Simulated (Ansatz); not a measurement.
A field-response calculation (clamped ions) of a 2-atom cell of BeSe started from a crystallographic database with the PAW code Ansatz, at the level PBE. The geometry is the r2SCAN minimum.

The input:
```yaml
crystal:
  lattice:
    - [0.0, 2.5810355896, 2.5810355896]
    - [2.5810355896, 0.0, 2.5810355896]
    - [2.5810355896, 2.5810355896, 0.0]
  atoms:
    - { symbol: Be, position: [0.0, 0.0, 0.0] }
    - { symbol: Se, position: [0.25, 0.25, 0.25] }
kpoints:
  mp_grid: { grid: [8, 8, 8] }
hamiltonian:
  xc: pbe
scf:
  occupations: { method: fixed }
dielectric: {}
```

Command: `ansatz run input.yaml --threads 2 --pin off --max-ram 2211MiB --backend cpu --events-out ev --progress --plain --runs-dir out`. It took 17 s on 2 threads of Arm Neoverse V1, on a shared host; peak host memory 0.43 GiB.

The output, standing remarks left out:
```
Pseudopotential: Be, paw, valence charge 2, recommended cutoff 420 eV (normal)
Pseudopotential: Se, paw, valence charge 16, recommended cutoff 420 eV (normal)
Functional definition: PBE
Crystal: 2 atoms, lattice volume = 34.388 Å³
Basis set: ecut = 420 eV, 645 PW (Γ)
Bands: 13, of which v1, the nominal top of the filled ones, is band 9 counted from 1 (8 counted from 0)
Symmetry: 24 space group operations
k-points: 95 of 512 (irreducible under 4 space group operations, time reversal used)
SCF iter   1: HF=-5563.436576 eV  Δρ=4.19e-4  dr2=2.02e-5
preconditioner: auto → none  [insulator: Δε(μ)=2.653 eV  ℏωp=17.9 eV]
SCF iter   2: HF=-5563.436571 eV  Δρ=3.06e-4  dr2=3.16e-5
SCF iter   3: HF=-5563.436581 eV  Δρ=1.11e-4  dr2=8.17e-7
SCF iter   4: HF=-5563.436591 eV  Δρ=5.71e-5  dr2=1.04e-6
SCF iter   5: HF=-5563.436592 eV  Δρ=1.51e-5  dr2=1.03e-7
SCF iter   6: HF=-5563.436592 eV  Δρ=4.60e-6  dr2=1.12e-8
SCF iter   7: HF=-5563.436592 eV  Δρ=7.13e-7  dr2=2.79e-10
SCF iter   8: HF=-5563.436592 eV  Δρ=2.00e-7  dr2=2.19e-11
SCF 1 converged in 8 iterations: F = -5563.436592 eV  dr2 = 2.19e-11
SCF 1 converged in 3 iterations: F = -5563.435646 eV  dr2 = 2.48e-8
Free energy (F): -5563.436592 eV
Fermi energy:    6.838551 eV
--- Dielectric response (ions clamped): 3 representative field directions + reference, inside a basis on a mesh of 512 k-points ---
  ε∞ (high-frequency dielectric tensor):
        6.013092     0.000000     0.000000
        0.000000     6.013092     0.000000
        0.000000     0.000000     6.013092
  Born effective charges Z* (e; rows j = field, columns β = displacement):
    site 0:
         1.55648    0.00000    0.00000
         0.00000    1.55648    0.00000
         0.00000    0.00000    1.55648
    site 1:
        -1.55648    0.00000    0.00000
         0.00000   -1.55648    0.00000
         0.00000    0.00000   -1.55648
  ε∞ is read to err by 1.5e-2, Z* by 1.7e-2 e
```

ε∞: 6.01 in all directions. Born charges, averaged over directions: Be +1.56, Se -1.56 e.

(Simulation; spin polarisation is off.)
